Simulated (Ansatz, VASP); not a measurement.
**Two plane-wave programs on AlN**

INCAR

```
SYSTEM = AlN
PREC     = Accurate       ! precision mode
ENCUT    = 520            ! plane-wave cutoff, eV
EDIFF    = 1E-7           ! SCF threshold, eV
ISMEAR   = 0              ! smearing method
SIGMA    = 0.05           ! smearing width, eV
LREAL    = .FALSE.        ! projectors in reciprocal space
LASPH    = .TRUE.         ! aspherical terms in the spheres
NELM     = 60             ! most SCF steps
ALGO     = Normal         ! electronic algorithm
ISIF     = 2              ! what is computed and relaxed
LWAVE    = .FALSE.        ! write WAVECAR
LCHARG   = .FALSE.        ! write CHGCAR
GGA      = CA             ! functional
IBRION   = 2              ! ionic algorithm
NSW      = 50             ! ionic steps
EDIFFG   = -0.01          ! ionic threshold
```

File KPOINTS:

```
Automatic mesh
0
G
  9 9 6
  0 0 0
```

POSCAR

```
AlN
1.0
    3.1195000000      0.0000000000      0.0000000000
   -1.5597500000      2.7015662471      0.0000000000
    0.0000000000      0.0000000000      4.5481000000
Al N
2 2
Direct
    0.3333333333      0.6666666667      0.0015210172
    0.6666666667      0.3333333333      0.5015210172
    0.3333333333      0.6666666667      0.3834789828
    0.6666666667      0.3333333333      0.8834789828
```

Input for Ansatz:

```yaml
crystal:
  lattice:
    - [3.1195, 0.0, 0.0]
    - [-1.55975, 2.7015662471, 0.0]
    - [0.0, 0.0, 4.5481]
  atoms:
    - { symbol: Al, position: [0.3333333333, 0.6666666667, 0.0015210172] }
    - { symbol: Al, position: [0.6666666667, 0.3333333333, 0.5015210172] }
    - { symbol: "N", position: [0.3333333333, 0.6666666667, 0.3834789828] }
    - { symbol: "N", position: [0.6666666667, 0.3333333333, 0.8834789828] }
basis:
  ecutwfc: 520.0
kpoints:
  mp_grid: { grid: [9, 9, 6] }
hamiltonian:
  xc: lda
  pseudopotentials: { kind: paw, azcp: { folder: soft_1 } }
scf:
  occupations: { method: gaussian, width: 0.05 }
output:
  forces: true
  stress: true
  eigenvalues: true
  write_density: true
  write_potential: true
  elf: true
  volumetric_format: npy
relax:
  adjacent_minimum: "off"
  f_tol: 0.01
  max_steps: 30
```

Alike in both runs: task relaxation of the atoms; functional LDA; k mesh 9 × 9 × 6; occupations gaussian, width 0.05 eV; no spin polarisation.

|  | VASP | Ansatz |
| --- | --- | --- |
| version | VASP 6.6.1 | Ansatz 0.2.0 |
| potentials or method | VASP PAW LDA potentials, release 64 (Al, N) | scalar-relativistic, plane waves, PAW |
| plane-wave cutoff (eV) | 520 | 520 |
| valence electrons in the cell | 16 | 16 |

```csv
,VASP,Ansatz,Ansatz less VASP
"gap on the k mesh at the Fermi level, each at its own relaxed structure (eV)",4.29,4.29,-0.006
energy change over the relaxation (meV/atom),-58,-56,+2.0
```

Ansatz warned: «pseudo_functional_mismatch».

Caveats: an odd mesh through Γ misses points on the zone boundary, where band edges often lie. LDA gaps usually lie below the measured ones, often by a third to a half.
